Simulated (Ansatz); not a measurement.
# Squeezing and shearing glassy Al2O3 (180 atoms), part 3 of 3

How stiff is glassy Al2O3 (180 atoms), and how do its levels respond to strain?

Ansatz 0.2.0; Kohn-Sham DFT, PBE, PAW (set soft_2), plane waves.

The cell: 72 Al and 108 O. The quench rate of 20 K/ps is many orders above laboratory rates. The starting topology of bonds comes from the classical model. The Brillouin zone is sampled at Γ only.

So far. Step 9 (Volume -10 %): The relaxation converged after 8 steps, 6.72 eV below its start, with a largest force component of 0.044 eV/Å. Step 9 (Volume -10 %): Volume -10 %: the energy stands 6.39 eV above that of the reference, at a pressure of 10.9 GPa.

## Step 10: Stretched by 1 % along x

The relaxed cell is strained along x alone, which gives the stiffness along x and its coupling to y and z.

Contents of input.yaml:

```yaml
crystal:
  lattice:
    - [12.93489, -0.10213, 0.14203]
    - [-0.10315, 12.53743, -0.02192]
    - [0.14345, -0.02192, 12.54831]
  atoms:
    [... the 180 atom lines of step 4 ...]
kpoints:
  mp_grid: { grid: [1, 1, 1] }
hamiltonian:
  xc: pbe
scf:
  occupations: { method: gaussian, width: 0.025 }
output:
  forces: true
  eigenvalues: true
  stress: true
relax:
  f_tol: 0.05
  max_steps: 70
```

On the command line:

```sh
$ ansatz run input.yaml --threads 4 --pin off --max-ram 8192MiB --backend cpu --events-out ev --progress --plain --runs-dir out
```

Numbers of over 12 decimals in the logs are rounded to 6 here.

The program printed:

```text
[...]
Crystal: 180 atoms, lattice volume = 2034.570 Å³
Basis set: ecut = 420 eV, 39765 PW (Γ), exchange–correlation on 180×180×180 points (8 copies of the dense FFT grid, shifted against one another)
Bands: 612, of which v1, the nominal top of the filled ones, is band 432 counted from 1 (431 counted from 0)
Symmetry: 1 space group operations
[...]
k-points: 1
[...]
SCF iter   1: F=—  HF=-100228.668583 eV  |F-HF|=—  |Δ(HF+E_count)|=         —  Δρ=2.35e-3  dr2=1.56e-1  ethr=1.77e-3  ⟨swp⟩=6.0  Hψ=2721  notcnv=0  defer=76
[...]
SCF iter   6: F=-100228.665743 eV  HF=-100228.665737 eV  |F-HF|=6.09e-6  |Δ(HF+E_count)|=   1.63e-5  Δρ=2.32e-5  dr2=1.14e-5  ethr=7.23e-9  ⟨swp⟩=13.0  Hψ=3576  notcnv=0
SCF 1 converged in 6 iterations: F = -100228.665743 eV  dr2 = 1.14e-5
[...]
relax step   1: F+E_penalty+E_count = -100228.66574311 eV  Δ(F+E_penalty+E_count) = +0.000e0 eV  max|allowed force component| = 2.773e-1 eV/Å  Δτ_max = 0.0000 Å  (6 SCF iters, dr2 threshold 6.25e-5 eV, accepted)
[...]
relax step   2: F+E_penalty+E_count = -100228.70726195 eV  Δ(F+E_penalty+E_count) = -4.152e-2 eV  max|allowed force component| = 1.706e-1 eV/Å  Δτ_max = 0.0165 Å  (6 SCF iters, dr2 threshold 4.81e-6 eV, accepted)
[...]
relax step   3: F+E_penalty+E_count = -100228.74129376 eV  Δ(F+E_penalty+E_count) = -3.403e-2 eV  max|allowed force component| = 1.154e-1 eV/Å  Δτ_max = 0.0817 Å  (9 SCF iters, accepted)
relax step   4: F+E_penalty+E_count = -100228.74833162 eV  Δ(F+E_penalty+E_count) = -7.038e-3 eV  max|allowed force component| = 5.909e-2 eV/Å  Δτ_max = 0.0482 Å  (6 SCF iters, dr2 threshold 5.04e-6 eV, accepted)
[...]
relax step   5: F+E_penalty+E_count = -100228.75065800 eV  Δ(F+E_penalty+E_count) = -2.326e-3 eV  max|allowed force component| = 2.941e-2 eV/Å  Δτ_max = 0.0395 Å  (8 SCF iters, accepted)
SCF converged after 8 iterations
Free energy (F): -100228.750658 eV
[...]
Internal energy: -100228.750658 eV  (E = F + TS)
E sigma→0 (E₀):  -100228.750658 eV
Fermi energy:    6.674002 eV
[...]
--- Forces (eV/Å), atoms counted from 1 ---
  atom   1  Al     0.00252298     0.00406445    -0.00005359
  atom   2  Al    -0.00124169     0.00745212    -0.00799923
  atom   3  Al    -0.00067201     0.00376782    -0.00156324
  atom   4  Al     0.00656963     0.01993970    -0.01345194
  atom   5  Al    -0.01861134     0.01035314     0.01547593
  atom   6  Al    -0.00302797     0.00216985    -0.00195798
  atom   7  Al     0.00927819    -0.01425928     0.00729544
  atom   8  Al    -0.00894377     0.00265247     0.00854676
  atom   9  Al    -0.00630426    -0.00533122    -0.00116015
  atom  10  Al     0.01302793    -0.00220307    -0.00041527
  atom  11  Al    -0.00476250    -0.00364374    -0.00082627
  atom  12  Al     0.00202913     0.00070939     0.00198751
  atom  13  Al     0.00452103     0.00988942    -0.00632681
  atom  14  Al     0.00674366    -0.00538543    -0.00118669
[...]
atom 179  O     -0.00349521     0.00087267     0.00041480
  atom 180  O     -0.00684162     0.00098525    -0.00512959
  max |Σ_I F_I| component: 1.08e-4 eV/Å
--- Stress (GPa, compression-positive) ---
       -2.003116       0.009388       0.251244
        0.009390      -0.646587      -0.025035
        0.251250      -0.025048      -0.666182
  P = ⅓ Tr σ = -1.1053 GPa (-11.053 kbar)
--- Band table (eV) ---
[...]
--- Relaxed structure (5 steps of the walk, 5 accepted, 0 SCFs on fresh bases) ---
  F+E_penalty+E_count = -100228.75065800 eV   max|allowed force component| = 2.941e-2 eV/Å
  atoms:
    - { symbol: Al, position: [0.106848, 0.345063, 0.836052] }
    - { symbol: Al, position: [0.627584, 0.667719, 0.246062] }
    - { symbol: Al, position: [0.871193, 0.353413, 0.760106] }
    - { symbol: Al, position: [0.926587, 0.412306, 0.986497] }
[...]
- { symbol: O, position: [0.068589, 0.839122, 0.606968] }
```

Wall time 6.8 min (4 threads of Arm Neoverse N1, shared host); peak memory 3.2 GiB; 26 min of CPU time.

The relaxation converged after 5 steps, 0.0849 eV below its start, with a largest force component of 0.029 eV/Å.

Stretched by 1 % along x: the energy stands 0.126 eV above that of the reference, at a pressure of -1.11 GPa.

## Step 11: Compressed by 1 % along x

The relaxed cell is strained along x alone, which gives the stiffness along x and its coupling to y and z.

input.yaml, the sections that differ from step 10:

```yaml
crystal:
  lattice:
    - [12.67875, -0.10213, 0.14203]
    - [-0.10111, 12.53743, -0.02192]
    - [0.14061, -0.02192, 12.54831]
  atoms:
    [... the 180 atom lines of step 4 ...]
# kpoints, hamiltonian, scf, output, relax: as in step 10
```

The program printed:

```text
Warning: output.stress: scf.convergence.dr2_threshold = 1e-7 eV (the SCF's general default) is looser than the 1.08e-8 eV advised for a printed stress (1e-10 eV for each atom of the cell: 180, of which 108 are counted). What an SCF threshold leaves in a stress goes as its square root, and in the free energy as the threshold itself, and one threshold admits the most on a small cell: [...]
[...]
Pseudopotentials: kind: paw
Pseudopotential: Al, paw, valence charge 3, recommended cutoff 420 eV (normal), Al.paw.azcp
Pseudopotential: O, paw, valence charge 6, recommended cutoff 420 eV (normal), O.paw.azcp
[... 5 lines on functional and potentials left out ...]
Crystal: 180 atoms, lattice volume = 1994.281 Å³
Basis set: ecut = 420 eV, 38943 PW (Γ), exchange–correlation on 180×180×180 points (8 copies of the dense FFT grid, shifted against one another)
Bands: 612, of which v1, the nominal top of the filled ones, is band 432 counted from 1 (431 counted from 0)
Symmetry: 1 space group operations
Space group: P1 (ITA 1), of the structure as read, at distance tolerance 1.3e-4 Å
k-points: 1
[... 5 lines on functional and potentials left out ...]
Initial density: superposition of atomic densities (neutral atoms: chi_scale 0, normalization atom), corrected by the library's trained network
Initial wavefunctions: pseudopotential atomic-orbital guess
[...]
SCF iter   1: F=—  HF=-100228.646258 eV  |F-HF|=—  |Δ(HF+E_count)|=         —  Δρ=2.39e-3  dr2=1.56e-1  ethr=1.77e-3  ⟨swp⟩=6.0  Hψ=2726  notcnv=0  defer=79
preconditioner: auto → Resta (q_TF=auto, 2.373 Å⁻¹)  ε∞=3.5  [insulator: Δε(μ)=3.578 eV  Ē_g=15.593 eV  σ=0.025 eV  W_gap=1.00  n_scr=460 (ndim 8)  ℏωp=24.4 eV  f_vac=0.037  D(μ)=0.00/eV (n_scr^D=0)  ε∞_Penn≈3.5]
[...]
SCF iter   5: F=—  HF=-100228.642249 eV  |F-HF|=—  |Δ(HF+E_count)|=   1.56e-4  Δρ=1.07e-4  dr2=1.77e-4  ethr=5.90e-8  ⟨swp⟩=2.0  Hψ=963  notcnv=0  defer=173
SCF iter   6: F=-100228.642241 eV  HF=-100228.642235 eV  |F-HF|=5.58e-6  |Δ(HF+E_count)|=   1.38e-5  Δρ=2.26e-5  dr2=1.04e-5  ethr=7.23e-9  ⟨swp⟩=14.0  Hψ=3581  notcnv=0
SCF 1 converged in 6 iterations: F = -100228.642241 eV  dr2 = 1.04e-5
[...]
relax step   1: F+E_penalty+E_count = -100228.64224096 eV  Δ(F+E_penalty+E_count) = +0.000e0 eV  max|allowed force component| = 3.246e-1 eV/Å  Δτ_max = 0.0000 Å  (6 SCF iters, dr2 threshold 6.25e-5 eV, accepted)
[...]
relax step   2: F+E_penalty+E_count = -100228.68683791 eV  Δ(F+E_penalty+E_count) = -4.460e-2 eV  max|allowed force component| = 1.924e-1 eV/Å  Δτ_max = 0.0157 Å  (5 SCF iters, dr2 threshold 6.58e-6 eV, accepted)
[...]
relax step   4: F+E_penalty+E_count = -100228.73228045 eV  Δ(F+E_penalty+E_count) = -2.266e-2 eV  max|allowed force component| = 4.726e-2 eV/Å  Δτ_max = 0.0915 Å  (6 SCF iters, dr2 threshold 1.64e-5 eV, accepted)
[...]
SCF 5 converged in 4 iterations: F = -100228.732282 eV  dr2 = 7.95e-8
```

Run time: 6.5 min. Hardware: 4 threads; peak memory 3.1 GiB.

The relaxation was stopped at its limit after 4 steps, 0.0900 eV below its start, with a largest force component of 0.047 eV/Å.

Compressed by 1 % along x: the energy stands 0.145 eV above that of the reference.

## Step 12: Pressure against volume

Atoms are relaxed at each volume, in the scaled cell.

```tsv
volume change (%)	volume (Å³/atom)	energy change (meV/atom)	pressure (GPa)	largest move on relaxing (Å)	bonds	gap (eV)
-10	10.072	35.51	10.89	0.83	330	3.80
-6	10.520	12.28	5.86	0.55	322	3.77
-3	10.856	3.21	2.90	0.29	319	3.62
+0	11.191	0.00	0.00	-	314	3.42
+3	11.527	2.92	-2.60	0.53	313	3.18
+6	11.863	11.31	-5.43	0.64	313	2.98
```

## Step 13: Uniaxial strain and shear

Stress (GPa, compression positive) less that of the relaxed cell, atoms relaxed:

```tsv
strain	xx	yy	zz	xy	energy change (meV/atom)
stretched by 1 % along x	-2.022	-0.646	-0.657	0.020	0.70
```

## Step 14: Findings

The bulk modulus, from the slope of pressure against ln V over the three points nearest the relaxed volume, is 91.7 GPa; between neighbouring points the slope runs 116, 94, 95, 88 and 99 GPa from the smallest volume up, without a steady fall, so no pressure derivative is given. The count of bonds runs from 313 to 330 over the series, so at some points contacts cross the cutoffs. At -10 %, -6 %, +3 % and +6 % some atom moved by over 0.5 Å on relaxing, so those points may sit in another local minimum. The gap goes from 3.80 eV at the smallest volume to 2.98 eV at the largest, -5.3 eV per unit of ln V by a straight line, on the run's k-points.

Caveats: Strains are finite and relaxations stop at the force tolerance of the input, which can leave moduli too stiff; they are those of a static cell at zero temperature. Volumes are changed with the cell's shape held, so in an anisotropic solid the modulus lies over the one under free hydrostatic load. The program notes that the SCF threshold of the relaxations is loose for the stress.

The DFT runs together took 78 min of wall time.

[Logs are printed without paths, hosts, clocks, repeated set-up lines and the standing remarks that a program may print on its own settings, such as how far it seeks lower states.]

[Hosts, paths, dates, database ids (printed as entryN), source tags and the programs' standing remarks are cut or masked in the printed files.]
